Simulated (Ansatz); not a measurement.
**Eigenvalues along a path: Ir (hcp type)**

```
Ir
1.0
     2.06656    0.00000    0.00000
    -1.03328    1.78969    0.00000
     0.00000    0.00000    3.38674
Ir
2
Cartesian
  0.0000 1.1931 0.8467
  1.0333 0.5966 2.5401
```

The cell comes from a relaxation on PAW files under the same functional, begun from a prototype that needn't be the stable phase.

Level of theory: DFT with PBE, scalar-relativistic, in Ansatz 0.2.0; a Γ-centred 18×18×10 k mesh, Fermi–Dirac smearing of 0.05 eV, no spin polarisation. LAPW: all electrons, basis error target 1 meV/atom.

This run: volume at 0.43 of the series' base cell.

Spin–orbit coupling is left out, which matters for the heavy atoms. The structure type is held throughout; the real material can change phase at far lower pressure.

Path points, in fractions of the reciprocal vectors: Γ (0.000, 0.000, 0.000), M (0.500, 0.000, 0.000), K (0.333, 0.333, 0.000), A (0.000, 0.000, 0.500), L (0.500, 0.000, 0.500), H (0.333, 0.333, 0.500). Levels in eV from the Fermi level; bands 41 to 54, counted from the lowest band of the run. The gap is zero, the pressure 2099 GPa.

```
# k(1/Å) point b41 b42 b43 b44 b45 b46 b47 b48 b49 b50 b51 b52 b53 b54
0.000 Γ -21.15 -19.91 -13.22 -12.82 -12.82 -10.54 -10.54 -7.86 -7.86 -0.11 -0.11 0.48 7.54 10.36
0.439 - -19.69 -18.28 -14.93 -11.76 -11.30 -10.81 -10.54 -9.18 -8.96 -5.19 1.15 7.79 11.06 12.67
0.878 - -20.23 -17.04 -15.54 -12.52 -11.92 -11.38 -7.80 -7.03 -5.96 -4.65 2.90 12.00 15.17 16.04
1.317 - -22.28 -19.16 -18.23 -12.97 -9.73 -9.24 -7.57 -1.01 1.15 2.19 3.73 8.89 13.63 19.08
1.755 M -23.07 -20.42 -18.83 -13.53 -9.71 -8.23 -5.82 3.10 3.91 4.72 7.65 10.24 12.52 16.28
2.009 - -22.16 -20.63 -18.02 -13.55 -9.81 -8.16 -6.51 2.58 3.10 3.17 8.76 10.56 13.87 15.02
2.262 - -21.17 -19.70 -15.97 -13.41 -10.18 -8.33 -7.89 0.50 1.63 1.71 10.43 11.77 12.07 12.79
2.515 - -21.75 -16.39 -13.98 -12.89 -10.92 -10.67 -7.24 -1.23 0.56 0.60 9.30 9.60 11.31 15.83
2.769 K -22.01 -13.60 -13.60 -12.64 -11.96 -11.96 -6.59 -0.85 -0.85 0.24 8.48 8.48 10.96 18.38
3.276 - -20.67 -16.58 -15.52 -13.71 -11.38 -9.36 -8.73 -4.57 1.05 1.57 9.01 14.03 14.21 15.44
3.782 - -17.39 -17.02 -16.58 -14.16 -13.32 -11.57 -8.21 -6.91 -3.61 -0.19 1.78 14.80 15.72 17.16
4.289 - -19.19 -17.80 -15.47 -11.71 -10.98 -10.69 -10.54 -10.44 -8.20 -5.19 1.09 9.17 12.13 13.33
4.796 Γ -21.15 -19.91 -13.22 -12.82 -12.82 -10.54 -10.54 -7.86 -7.86 -0.11 -0.11 0.48 7.54 10.36
5.028 - -20.96 -19.40 -13.38 -13.01 -13.01 -10.85 -10.85 -7.20 -7.20 -0.60 0.13 0.13 6.65 11.47
5.260 - -20.43 -18.30 -13.47 -13.29 -13.29 -11.59 -11.59 -5.57 -5.57 -3.16 0.44 0.44 6.05 11.27
5.492 - -19.62 -17.95 -13.33 -13.33 -12.40 -12.40 -12.25 -6.32 -3.48 -3.48 0.03 0.03 6.41 9.52
5.723 A -18.66 -18.66 -13.02 -13.02 -13.02 -13.02 -9.55 -9.55 -1.42 -1.42 -1.42 -1.42 7.65 7.65
6.162 - -17.18 -17.18 -14.93 -14.93 -11.68 -11.68 -10.09 -10.09 -1.92 -1.92 -0.47 -0.47 10.73 10.73
6.601 - -18.99 -18.99 -15.37 -15.37 -8.63 -8.63 -8.59 -8.59 -2.16 -2.16 1.35 1.35 15.23 15.23
7.040 - -21.01 -21.01 -17.86 -17.86 -7.21 -7.21 -3.21 -3.21 0.94 0.94 3.51 3.51 16.18 16.18
7.479 L -21.66 -21.66 -19.00 -19.00 -7.20 -7.20 -1.62 -1.62 4.00 4.00 7.22 7.22 14.88 14.88
7.732 - -21.12 -21.12 -18.49 -18.49 -8.62 -8.62 -1.20 -1.20 2.07 2.07 9.48 9.48 15.70 15.70
7.986 - -20.06 -20.06 -16.81 -16.81 -10.89 -10.89 -3.25 -3.25 1.52 1.52 12.34 12.34 18.09 18.09
8.239 - -19.11 -19.11 -15.35 -15.35 -11.38 -11.38 -6.24 -6.24 0.95 0.95 15.29 15.29 19.12 19.12
8.492 H -18.64 -18.64 -15.62 -15.62 -9.65 -9.65 -8.18 -8.18 0.33 0.33 17.24 17.24 18.56 18.56
8.999 - -19.31 -19.31 -14.61 -14.61 -10.97 -10.97 -8.92 -8.92 3.10 3.10 11.47 11.47 19.86 19.86
9.506 - -18.53 -18.53 -13.78 -13.78 -12.65 -12.65 -8.30 -8.30 0.38 0.38 3.17 3.17 16.13 16.13
10.012 - -16.60 -16.60 -15.57 -15.57 -11.43 -11.43 -10.13 -10.13 -2.11 -2.11 -0.04 -0.04 11.57 11.57
10.519 A -18.66 -18.66 -13.02 -13.02 -13.02 -13.02 -9.55 -9.55 -1.42 -1.42 -1.42 -1.42 7.65 7.65
```
